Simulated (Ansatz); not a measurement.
## Strain and the gap of BeS (zincblende)

Zincblende BeS, relaxed with r2SCAN in the plane-wave code Ansatz. The symmetry is F-43m (No. 216, cubic); a = 4.869 Å in the conventional setting, 14.43 Å³ an atom. Around Be lie 4 S at 2.11 Å; around S lie 4 Be at 2.11 Å.

The axes x, y and z are those of this cell:
```xyz
2
Lattice="0.0000 2.4343 2.4343 2.4343 0.0000 2.4343 2.4343 2.4343 0.0000" Properties=species:S:1:pos:R:3 pbc="T T T"
Be    0.0000    0.0000    0.0000
S     1.2172    1.2172    1.2172
```

Unstrained: With PBE the valence top lies at Γ and the conduction bottom at X, 3.135 eV higher; the smallest vertical gap, at Γ–K (0.10 of the way from Γ), is 5.617 eV. The r2SCAN gap is indirect, 3.589 eV (Γ to X), below the direct gap of 6.234 eV at Γ. The HSE06 gap is indirect, 4.085 eV (Γ to X), below the direct gap of 6.804 eV at Γ–K (0.10 of the way from Γ). Meshes: PBE 10×10×10, r2SCAN 10×10×10, HSE06 6×6×6. Strains are changes of length per length. After each strain the atoms were relaxed again with r2SCAN within the symmetry that the strain leaves, so tilts or polar shifts that break it weren't tested; points keep the names that they have in the unstrained zone. Calculated for a static, non-magnetic cell.

Changes of the least gap in eV (an overlap counts as a negative gap):
```tsv
strain	volume change (%)	space group	PBE	r2SCAN	HSE06	G0W0@PBE (mesh)	energy rise, r2SCAN (meV/atom)
isotropic -4.0 % on every length	-11.5	F-43m	-0.304	-0.306	-0.314	-0.34	70.7
isotropic -3.0 % on every length	-8.7	F-43m	-0.220	-0.221	-0.227	-0.25	38.6
isotropic -2.0 % on every length	-5.9	F-43m	-0.141	-0.142	-0.145	-0.16	16.7
isotropic -1.0 % on every length	-3.0	F-43m	-0.068	-0.068	-0.070	-0.08	4.1
isotropic +1.0 % on every length	+3.0	F-43m	+0.063	+0.064	+0.065	+0.07	3.8
isotropic +2.0 % on every length	+6.1	F-43m	+0.122	+0.122	+0.124	+0.13	15.0
isotropic +3.0 % on every length	+9.3	F-43m	+0.176	+0.175	+0.179	+0.19	32.8
isotropic +4.0 % on every length	+12.5	F-43m	+0.225	+0.224	+0.229	+0.24	56.7
```
Unstrained, G0W0@PBE with 120 empty bands, a screening cutoff of 150 eV and a 6×6×6 mesh gives 4.45 eV on its mesh; the band count follows the volume. G0W0 here is at a finite number of bands, screening cutoff and k mesh, not at the basis limit.

Isotropic -4.0 % on every length. HSE06: the gap goes from 4.085 to 3.771 eV (-0.314 eV). Stress change with r2SCAN, compression positive: xx +15.01, yy +15.01, zz +15.01 GPa. For HSE06, dE_g/d ln V = 2.6 eV over this step.

Isotropic -3.0 % on every length. HSE06: the gap goes from 4.085 to 3.858 eV (-0.227 eV). Stress change with r2SCAN, compression positive: xx +10.57, yy +10.57, zz +10.57 GPa. For HSE06, dE_g/d ln V = 2.5 eV over this step.

Isotropic -2.0 % on every length. HSE06: the gap goes from 4.085 to 3.940 eV (-0.145 eV). Stress change with r2SCAN, compression positive: xx +6.62, yy +6.62, zz +6.62 GPa. For HSE06, dE_g/d ln V = 2.4 eV over this step.

Isotropic -1.0 % on every length. HSE06: the gap goes from 4.085 to 4.015 eV (-0.070 eV). Stress change with r2SCAN, compression positive: xx +3.11, yy +3.11, zz +3.11 GPa. For HSE06, dE_g/d ln V = 2.3 eV over this step.

Isotropic +1.0 % on every length. HSE06: the gap goes from 4.085 to 4.150 eV (+0.065 eV). Stress change with r2SCAN, compression positive: xx -2.75, yy -2.75, zz -2.75 GPa. For HSE06, dE_g/d ln V = 2.2 eV over this step.

Isotropic +2.0 % on every length. HSE06: the gap goes from 4.085 to 4.209 eV (+0.124 eV). Stress change with r2SCAN, compression positive: xx -5.18, yy -5.18, zz -5.18 GPa. For HSE06, dE_g/d ln V = 2.1 eV over this step.

Isotropic +3.0 % on every length. HSE06: the gap goes from 4.085 to 4.264 eV (+0.179 eV). Stress change with r2SCAN, compression positive: xx -7.31, yy -7.31, zz -7.31 GPa. For HSE06, dE_g/d ln V = 2.0 eV over this step.

Isotropic +4.0 % on every length. HSE06: the gap goes from 4.085 to 4.314 eV (+0.229 eV). Stress change with r2SCAN, compression positive: xx -9.19, yy -9.19, zz -9.19 GPa. For HSE06, dE_g/d ln V = 1.9 eV over this step.

The meshes of the hybrids are coarse, so their gaps aren't converged to the digits shown.
